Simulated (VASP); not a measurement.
The system is GaP.

```xyz
2
Lattice="0.0000 2.7252 2.7252 2.7252 0.0000 2.7252 2.7252 2.7252 0.0000" Properties=species:S:1:pos:R:3 pbc="T T T"
Ga    0.0000    0.0000    0.0000
P     4.0879    4.0879    4.0879
```

Base run:

* Program: VASP 6.6.1
* Functional: HSE06
* Potentials or basis: VASP PAW PBE potentials, release 64 (Ga_d, P)
* Cutoff: 520 eV
* k mesh: 6 × 6 × 6
* Occupations: gaussian, width 0.02 eV
* Spin: no spin polarisation

Its results: band gap on the k mesh 2.31 eV, indirect (least direct gap 2.81 eV); pressure 0.6 GPa.

Problem. The run is repeated on the same cell with these changes: functional from HSE06 to HSE03. What comes out?

Solution. Band gap on the k mesh 2.13 eV, indirect (least direct gap 2.61 eV); pressure 0.8 GPa.

Caveats: the PAW data sets were made with another functional, which shifts forces and pressure a little.

A k mesh can miss the band edges.
